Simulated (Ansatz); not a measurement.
Crystal: CuO.

```
Cu O
1.0
     2.30558   -1.72961    0.07281
     2.31576    1.74354    0.04815
    -0.70809   -0.03897    5.12907
Cu O
2 2
Direct
  0.01425 0.47965 0.06043
  0.47088 0.15407 0.47412
  0.56927 0.29603 0.26394
  0.44560 0.57025 0.70150
```

The cell isn't the ideal one: all atoms moved at random, sigma 0.25 Å a component, cell strained at random, sigma 0.03.

Base run:

* Program: Ansatz 0.2.0
* Functional: PBE
* Potentials or basis: SPMS NC
* Cutoff: 1034 eV (not typed: the program's choice for these potentials)
* k mesh: 10 × 10 × 5
* Occupations: fermi-dirac, width 0.05 eV
* Spin: no spin polarisation

Its results: band gap on the k mesh none (metal or under the smearing width); pressure 99.3 GPa; largest force 42.619 eV/Å.

Problem. The run is repeated on the same cell with these changes: potentials or basis from SPMS NC to Ansatz PAW earlier set; cutoff from 1034 eV (not typed: the program's choice for these potentials) to 930 eV (not typed: the program's choice for these potentials). What comes out?

Solution. Band gap on the k mesh none (metal or under the smearing width); pressure 97.8 GPa; largest force 42.176 eV/Å.

Caveats: the cell as given lies far from equilibrium; the run has no spin polarisation, though such a crystal can be magnetic; semilocal functionals often make such compounds metallic where correlation or magnetic order opens a gap, which also shifts bond lengths; forces of over 1 eV/Å show positions far from the minimum, so gaps and moduli don't describe the material at rest.
